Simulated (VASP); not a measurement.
# KCl (Sylvite): K into a neighbouring K vacancy, part 2 of 2

How hard is this move in KCl (Sylvite): K into a neighbouring K vacancy? Both ends are relaxed first, then a band of images between them. The start is a cell from a database of measured crystal structures.

VASP 6.6.1; PBEsol; plane waves and PAW (K_pv, Cl).

So far. Step 3 (Relax the start): The run ended after 9 ionic steps, 0.318 eV below its first step, once the forces on the free atoms met EDIFFG = -0.05. Step 4 (Relax the end): The run ended after 9 ionic steps, 0.347 eV below its first step, once the forces on the free atoms met EDIFFG = -0.05.

## Step 5: Nudged elastic band

Images on a straight line between the ends relax across the path, while springs keep them spaced along it.

This cell carries charge -1, set by NELECT and balanced by a uniform background.

File INCAR:

```
SYSTEM = K26Cl27
PREC = Normal
ENCUT = 280
EDIFF = 1E-05
NELM = 120
ISMEAR = 0
SIGMA = 0.05
LREAL = Auto
ALGO = Fast
GGA = PS
NELECT = 372
NBANDS = 228
LWAVE = .FALSE.
LCHARG = .FALSE.
NCORE = 2
LASPH = .TRUE.
IMAGES = 3
SPRING = -5
IBRION = 1
POTIM = 0.3
NSW = 50
EDIFFG = -0.05
ISYM = 0
ISIF = 0
```

File POSCAR:

```
K26Cl27
1.0
    0.0000000000      9.4394100000      9.4394100000
    9.4394100000      0.0000000000      9.4394100000
    9.4394100000      9.4394100000      0.0000000000
K Cl
26 27
Direct
    0.0006330273      0.9999509460      0.3261118289
    0.9993835667      0.9994784201      0.6737349872
    0.9994886045      0.3264660169      0.0006250220
    0.9982821237      0.3336370930      0.3338841994
    0.9987701014      0.3263573337      0.6741541537
    0.9997628630      0.6737003587      0.0002557447
    0.9991029425      0.6735707495      0.3270428009
    0.0010405898      0.6656986674      0.6664955129
    0.3266928300      0.9995204859      0.0000429761
    0.3338329828      0.9983885270      0.3339571660
    0.3256986065      0.0008481928      0.6729574276
    0.3331920264      0.3333081202      0.9994087704
    0.3326024336      0.3339820504      0.3340856985
    0.3334072828      0.3343582552      0.6666246599
    0.3264087244      0.6736050143      0.0000458231
    0.3339280410      0.6653434738      0.3345914020
    0.3338464570      0.6655459200      0.6661349447
    0.6725677320      0.9992528919      0.0002658536
    0.6726468612      0.0001135415      0.3272680605
    0.6661457601      0.0010341265      0.6659388340
    0.6728344258      0.3259337864      0.0002387866
    0.6653037954      0.3340194339      0.3345792811
    0.6647544852      0.3343275709      0.6659475008
    0.6657398135      0.6653789792      0.0020433603
    0.6653384476      0.6652886475      0.3354866389
    0.6660687688      0.6658813700      0.6666981237
    0.1676526648      0.1667603235      0.1673571497
    0.1666526701      0.1674407233      0.4978212743
    0.1737394555      0.1749008509      0.8257895810
    0.1662644392      0.4988219807      0.1675928320
    0.1645931083      0.4998401261      0.5003632625
    0.1647758791      0.5001859725      0.8354424797
    0.1747079534      0.8252429368      0.1748003958
    0.1656238494      0.8342966673      0.5001932453
    0.1741197011      0.8254962052      0.8253521882
    0.4978386283      0.1668979626      0.1676829478
    0.4987024932      0.1660725629      0.5000264502
    0.4993638485      0.1648155839      0.8350491819
    0.4995800077      0.4995410718      0.1656841989
    0.4998628159      0.4996460585      0.5002206790
    0.4993748508      0.4997760398      0.8353469928
    0.4997749518      0.8339427123      0.1656377061
    0.4996301602      0.8349154314      0.5005750627
    0.5018355567      0.8326475655      0.8325401296
    0.8252871690      0.1744400270      0.1748994649
    0.8344970871      0.1650402465      0.5001175350
    0.8246022435      0.1737339064      0.8255504342
    0.8346398395      0.4995064675      0.1659268495
    0.8341221437      0.4994009317      0.5010350706
    0.8322362749      0.5016218190      0.8332361066
    0.8245789222      0.8255242109      0.1749791725
    0.8326059028      0.8325933704      0.5020314976
    0.8324545184      0.8319418891      0.8327362497
```

File KPOINTS:

```
Automatic mesh
0
Gamma
1 1 1
0 0 0
```

File 00/POSCAR:

```
K26Cl27
1.0
    0.0000000000      9.4394100000      9.4394100000
    9.4394100000      0.0000000000      9.4394100000
    9.4394100000      9.4394100000      0.0000000000
K Cl
26 27
Direct
    0.0006330273      0.9999509460      0.3261118289
    0.9993835667      0.9994784201      0.6737349872
    0.9994886045      0.3264660169      0.0006250220
    0.9982821237      0.3336370930      0.3338841994
    0.9987701014      0.3263573337      0.6741541537
    0.9997628630      0.6737003587      0.0002557447
    0.9991029425      0.6735707495      0.3270428009
    0.0010405898      0.6656986674      0.6664955129
    0.3266928300      0.9995204859      0.0000429761
    0.3338329828      0.9983885270      0.3339571660
    0.3256986065      0.0008481928      0.6729574276
    0.3331920264      0.3333081202      0.9994087704
    0.3326024336      0.3339820504      0.3340856985
    0.3334072828      0.3343582552      0.6666246599
    0.3264087244      0.6736050143      0.0000458231
    0.3339280410      0.6653434738      0.3345914020
    0.3338464570      0.6655459200      0.6661349447
    0.6725677320      0.9992528919      0.0002658536
    0.6726468612      0.0001135415      0.3272680605
    0.6661457601      0.0010341265      0.6659388340
    0.6728344258      0.3259337864      0.0002387866
    0.6653037954      0.3340194339      0.3345792811
    0.6647544852      0.3343275709      0.6659475008
    0.6657398135      0.6653789792      0.0020433603
    0.6653384476      0.6652886475      0.3354866389
    0.6660687688      0.6658813700      0.6666981237
    0.1676526648      0.1667603235      0.1673571497
    0.1666526701      0.1674407233      0.4978212743
    0.1737394555      0.1749008509      0.8257895810
    0.1662644392      0.4988219807      0.1675928320
    0.1645931083      0.4998401261      0.5003632625
    0.1647758791      0.5001859725      0.8354424797
    0.1747079534      0.8252429368      0.1748003958
    0.1656238494      0.8342966673      0.5001932453
    0.1741197011      0.8254962052      0.8253521882
    0.4978386283      0.1668979626      0.1676829478
    0.4987024932      0.1660725629      0.5000264502
    0.4993638485      0.1648155839      0.8350491819
    0.4995800077      0.4995410718      0.1656841989
    0.4998628159      0.4996460585      0.5002206790
    0.4993748508      0.4997760398      0.8353469928
    0.4997749518      0.8339427123      0.1656377061
    0.4996301602      0.8349154314      0.5005750627
    0.5018355567      0.8326475655      0.8325401296
    0.8252871690      0.1744400270      0.1748994649
    0.8344970871      0.1650402465      0.5001175350
    0.8246022435      0.1737339064      0.8255504342
    0.8346398395      0.4995064675      0.1659268495
    0.8341221437      0.4994009317      0.5010350706
    0.8322362749      0.5016218190      0.8332361066
    0.8245789222      0.8255242109      0.1749791725
    0.8326059028      0.8325933704      0.5020314976
    0.8324545184      0.8319418891      0.8327362497
```

File 01/POSCAR:

```
K26Cl27
1.0
    0.0000000000      9.4394100000      9.4394100000
    9.4394100000      0.0000000000      9.4394100000
    9.4394100000      9.4394100000      0.0000000000
K Cl
26 27
Direct
    0.0002785819      1.0001219611      0.2463544692
    0.9993710530      0.9997145940      0.6702981126
    0.9995993341      0.3264675807      0.0021559919
    0.9985451798      0.3318926535      0.3339177472
    0.9987785916      0.3281220619      0.6724985451
    0.9998980379      0.6718249247      0.0001928917
    0.9993589622      0.6733119013      0.3285666562
    0.0005269765      0.6677227271      0.6648057269
    0.3266151787      0.9994404392      0.0020231852
    0.3318696581      0.9986717984      0.3339084281
    0.3276455866      0.0002258166      0.6715676964
    0.3333206312      0.3335433361      0.9992529717
    0.3328858461      0.3338418723      0.3335137778
    0.3333958292      0.3341331642      0.6668128356
    0.3281919464      0.6716381432     -0.0002275113
    0.3318393074      0.6672906886      0.3345427735
    0.3337508611      0.6656584129      0.6666868074
    0.6708697609      0.9997403644      0.0000994103
    0.6727505248      0.0000624903      0.3286859041
    0.6678760171      0.0005886103      0.6644752770
    0.6707203192      0.3282349644      0.0001365231
    0.6671136756      0.3322772668      0.3344088351
    0.6647586378      0.3342186462      0.6667216816
    0.6656938526      0.6656134858      0.0014781529
    0.6655269846      0.6653859621      0.3354085070
    0.6659395265      0.6655932896      0.6669890216
    0.1693977846      0.1687532419      0.1653528664
    0.1668617361      0.1673612048      0.4985433954
    0.1721812390      0.1729838636      0.8273062878
    0.1659970581      0.4991084056      0.1676725297
    0.1652074299      0.4991874548      0.5004893340
    0.1646550830      0.5002583848      0.8348085334
    0.1744807952      0.8253239550      0.1709259412
    0.1676496982      0.8320396345      0.5023204446
    0.1715617522      0.8280311856      0.8274628826
    0.4983100647      0.1664131262      0.1676650863
    0.4985755577      0.1663193650      0.5001444533
    0.4993102295      0.1648320203      0.8347042355
    0.4995159392      0.4997554640      0.1663437881
    0.4997483194      0.4997735027      0.5000128166
    0.4993051369      0.4998722494      0.8349549059
    0.5002729518      0.8334363229      0.1658915606
    0.4995602105      0.8348476046      0.5001516622
    0.5012161690      0.8332055726      0.8327820339
    0.8250529543      0.1745505465      0.1708784818
    0.8319563124      0.1674702032      0.5022967183
    0.8270494051      0.1717203307      0.8275694956
    0.8339561026      0.5001251448      0.1660072459
    0.8342566420      0.4994235017      0.5004698270
    0.8329201908      0.5010901597      0.8333524051
    0.8264860400      0.8271343944      0.1727581174
    0.8305457963      0.8305169710      0.5035251177
    0.8324041225      0.8321684522      0.8334353840
```

File 02/POSCAR:

```
K26Cl27
1.0
    0.0000000000      9.4394100000      9.4394100000
    9.4394100000      0.0000000000      9.4394100000
    9.4394100000      9.4394100000      0.0000000000
K Cl
26 27
Direct
   -0.0000758636      1.0002929762      0.1665971094
    0.9993585394      0.9999507678      0.6668612379
    0.9997100636      0.3264691445      0.0036869618
    0.9988082360      0.3301482140      0.3339512951
    0.9987870817      0.3298867901      0.6708429365
    1.0000332128      0.6699494908      0.0001300387
    0.9996149820      0.6730530532      0.3300905116
    0.0000133633      0.6697467868      0.6631159408
    0.3265375273      0.9993603926      0.0040033943
    0.3299063334      0.9989550698      0.3338596902
    0.3295925668     -0.0003965596      0.6701779653
    0.3334492361      0.3337785520      0.9990971730
    0.3331692586      0.3337016942      0.3329418572
    0.3333843756      0.3339080732      0.6670010114
    0.3299751684      0.6696712722     -0.0005008456
    0.3297505738      0.6692379034      0.3344941450
    0.3336552652      0.6657709058      0.6672386702
    0.6691717899      1.0002278370     -0.0000670330
    0.6728541885      0.0000114391      0.3301037478
    0.6696062740      0.0001430942      0.6630117200
    0.6686062126      0.3305361424      0.0000342596
    0.6689235558      0.3305350998      0.3342383891
    0.6647627903      0.3341097215      0.6674958623
    0.6656478918      0.6658479925      0.0009129455
    0.6657155216      0.6654832767      0.3353303751
    0.6658102842      0.6653052091      0.6672799195
    0.1711429044      0.1707461604      0.1633485830
    0.1670708021      0.1672816862      0.4992655164
    0.1706230224      0.1710668763      0.8288229946
    0.1657296770      0.4993948305      0.1677522274
    0.1658217515      0.4985347836      0.5006154055
    0.1645342869      0.5003307972      0.8341745871
    0.1742536371      0.8254049731      0.1670514866
    0.1696755471      0.8297826017      0.5044476438
    0.1690038032      0.8305661659      0.8295735771
    0.4987815012      0.1659282899      0.1676472248
    0.4984486222      0.1665661671      0.5002624564
    0.4992566105      0.1648484567      0.8343592890
    0.4994518706      0.4999698563      0.1670033773
    0.4996338228      0.4999009468      0.4998049542
    0.4992354230      0.4999684591      0.8345628190
    0.5007709518      0.8329299335      0.1661454151
    0.4994902608      0.8347797778      0.4997282616
    0.5005967813      0.8337635797      0.8330239382
    0.8248187396      0.1746610660      0.1668574987
    0.8294155376      0.1699001598      0.5044759016
    0.8294965666      0.1697067550      0.8295885571
    0.8332723656      0.5007438222      0.1660876422
    0.8343911402      0.4994460717      0.4999045834
    0.8336041067      0.5005585004      0.8334687036
    0.8283931579      0.8287445778      0.1705370624
    0.8284856898      0.8284405717      0.5050187378
    0.8323537266      0.8323950153      0.8341345183
```

File 03/POSCAR:

```
K26Cl27
1.0
    0.0000000000      9.4394100000      9.4394100000
    9.4394100000      0.0000000000      9.4394100000
    9.4394100000      9.4394100000      0.0000000000
K Cl
26 27
Direct
   -0.0004303090      1.0004639913      0.0868397497
    0.9993460257      1.0001869416      0.6634243632
    0.9998207932      0.3264707083      0.0052179317
    0.9990712921      0.3284037746      0.3339848430
    0.9987955718      0.3316515183      0.6691873279
    1.0001683877      0.6680740568      0.0000671857
    0.9998710018      0.6727942050      0.3316143669
   -0.0005002500      0.6717708465      0.6614261548
    0.3264598760      0.9992803460      0.0059836034
    0.3279430087      0.9992383413      0.3338109524
    0.3315395469     -0.0010189359      0.6687882342
    0.3335778410      0.3340137679      0.9989413743
    0.3334526711      0.3335615162      0.3323699366
    0.3333729220      0.3336829821      0.6671891872
    0.3317583903      0.6677044012     -0.0007741800
    0.3276618401      0.6711851182      0.3344455166
    0.3335596694      0.6658833986      0.6677905330
    0.6674738188      1.0007153096     -0.0002334763
    0.6729578521     -0.0000396121      0.3315215914
    0.6713365310     -0.0003024220      0.6615481630
    0.6664921061      0.3328373204     -0.0000680038
    0.6707334361      0.3287929327      0.3340679430
    0.6647669428      0.3340007969      0.6682700430
    0.6656019310      0.6660824991      0.0003477380
    0.6659040586      0.6655805913      0.3352522433
    0.6656810419      0.6650171286      0.6675708174
    0.1728880243      0.1727390788      0.1613442996
    0.1672798680      0.1672021676      0.4999876374
    0.1690648059      0.1691498890      0.8303397014
    0.1654622958      0.4996812554      0.1678319251
    0.1664360731      0.4978821123      0.5007414770
    0.1644134908      0.5004032095      0.8335406409
    0.1740264790      0.8254859913      0.1631770319
    0.1717013960      0.8275255688      0.5065748430
    0.1664458542      0.8331011462      0.8316842716
    0.4992529376      0.1654434536      0.1676293632
    0.4983216866      0.1668129692      0.5003804596
    0.4992029915      0.1648648931      0.8340143426
    0.4993878021      0.5001842486      0.1676629666
    0.4995193263      0.5000283910      0.4995970917
    0.4991657091      0.5000646688      0.8341707321
    0.5012689518      0.8324235441      0.1663992695
    0.4994203111      0.8347119510      0.4993048611
    0.4999773936      0.8343215868      0.8332658424
    0.8245845249      0.1747715856      0.1628365156
    0.8268747629      0.1723301164      0.5066550848
    0.8319437282      0.1676931794      0.8316076186
    0.8325886287      0.5013624996      0.1661680386
    0.8345256385      0.4994686417      0.4993393398
    0.8342880226      0.5000268410      0.8335850022
    0.8303002758      0.8303547613      0.1683160074
    0.8264255834      0.8263641724      0.5065123579
    0.8323033307      0.8326215785      0.8348336526
```

File 04/POSCAR:

```
K26Cl27
1.0
    0.0000000000      9.4394100000      9.4394100000
    9.4394100000      0.0000000000      9.4394100000
    9.4394100000      9.4394100000      0.0000000000
K Cl
26 27
Direct
   -0.0007847544      1.0006350064      0.0070823900
    0.9993335120      1.0004231155      0.6599874886
    0.9999315228      0.3264722721      0.0067489016
    0.9993343482      0.3266593351      0.3340183908
    0.9988040620      0.3334162465      0.6675317193
    1.0003035626      0.6661986228      0.0000043327
    1.0001270215      0.6725353568      0.3331382222
   -0.0010138633      0.6737949062      0.6597363688
    0.3263822247      0.9992002993      0.0079638125
    0.3259796840      0.9995216127      0.3337622145
    0.3334865270     -0.0016413121      0.6673985030
    0.3337064458      0.3342489838      0.9987855756
    0.3337360836      0.3334213381      0.3317980159
    0.3333614684      0.3334578911      0.6673773629
    0.3335416123      0.6657375301     -0.0010475144
    0.3255731065      0.6731323330      0.3343968881
    0.3334640735      0.6659958915      0.6683423957
    0.6657758478      1.0012027821     -0.0003999196
    0.6730615158     -0.0000906633      0.3329394350
    0.6730667880     -0.0007479382      0.6600846060
    0.6643779995      0.3351384984     -0.0001702673
    0.6725433163      0.3270507656      0.3338974970
    0.6647710954      0.3338918722      0.6690442238
    0.6655559701      0.6663170058     -0.0002174694
    0.6660925956      0.6656779059      0.3351741114
    0.6655517996      0.6647290482      0.6678617153
    0.1746331441      0.1747319972      0.1593400163
    0.1674889340      0.1671226491      0.5007097585
    0.1675065894      0.1672329017      0.8318564082
    0.1651949147      0.4999676803      0.1679116228
    0.1670503947      0.4972294410      0.5008675485
    0.1642926947      0.5004756219      0.8329066946
    0.1737993208      0.8255670094      0.1593025773
    0.1737272448      0.8252685360      0.5087020423
    0.1638879053      0.8356361266      0.8337949660
    0.4997243740      0.1649586172      0.1676115017
    0.4981947511      0.1670597713      0.5004984627
    0.4991493725      0.1648813295      0.8336693961
    0.4993237336      0.5003986408      0.1683225558
    0.4994048298      0.5001558352      0.4993892293
    0.4990959952      0.5001608784      0.8337786452
    0.5017669518      0.8319171547      0.1666531240
    0.4993503614      0.8346441242      0.4988814606
    0.4993580059      0.8348795939      0.8335077467
    0.8243503102      0.1748821051      0.1588155325
    0.8243339881      0.1747600731      0.5088342681
    0.8343908898      0.1656796037      0.8336266800
    0.8319048917      0.5019811769      0.1662484350
    0.8346601368      0.4994912117      0.4987740962
    0.8349719385      0.4994951817      0.8337013007
    0.8322073936      0.8319649447      0.1660949523
    0.8243654769      0.8242877730      0.5080059780
    0.8322529348      0.8328481416      0.8355327869
```

PAW data sets: K_pv and Cl (PBE family, release 64).

Run with:

```
$ mpirun -np 6 vasp_gam
```

It took 24 min on 6 MPI ranks of Intel Xeon Platinum 8375C at 2.90GHz (Ice Lake), shared host; peak memory 2.1 GiB; 2.1 h of CPU time.

Images along the path:

```
image  path (A)  energy (eV)       K1: x, y, z (Å)
    0     0.000       0.0000  12.517, 3.084, 9.445
    1     1.287       0.3157  11.853, 2.408, 9.434
    2     2.571       0.6817  11.015, 1.573, 9.449
    3     3.853       0.3181  10.178, 0.737, 9.435
    4     5.139      -0.0001   9.512, 0.059, 9.438
```

This step gave:

* electronic cycles: 165
* path length: 5.139 Å
* barrier: 0.6817 eV
* barrier in the reverse direction: 0.6818 eV
* barrier from a spline through the images: 0.6817 eV
* reaction energy: -1.17e-4 eV

What the program prints for this run, and its count of cycles, belong to image 1; the force that counts for the threshold is the band's, across the path.

## Step 6: Results

```
hop                                      : K into a neighbouring K vacancy
barrier                                  : 0.682 eV
barrier in the reverse direction         : 0.682 eV
barrier from a spline through the images : 0.682 eV
reaction energy                          : -1.2e-4 eV
path length                              : 5.14 Å
```

What this shows: The barrier is 0.68 eV forwards and 0.68 eV backwards. With an attempt frequency of 10¹³ per second, taken as a typical value, this barrier gives about 10^2 hops a second at 300 K. Both ends are alike and an image sits at the midpoint, which is the saddle if the path is symmetric. The band met its force threshold after 19 steps. Cell and mesh are small and were not tested. The band started on a straight line, so other routes may lie lower.

[Lines on the potential files, build, host, timing and source positions are cut from VASP's logs without a mark.]

[Logs are printed without paths, hosts, clocks, repeated set-up lines and the standing remarks that a program may print on its own settings, such as how far it seeks lower states.]

[Hosts, paths, dates, database ids (printed as entryN), source tags and the programs' standing remarks are cut or masked in the printed files.]

[Runs that stopped without an error message from VASP are left out.]
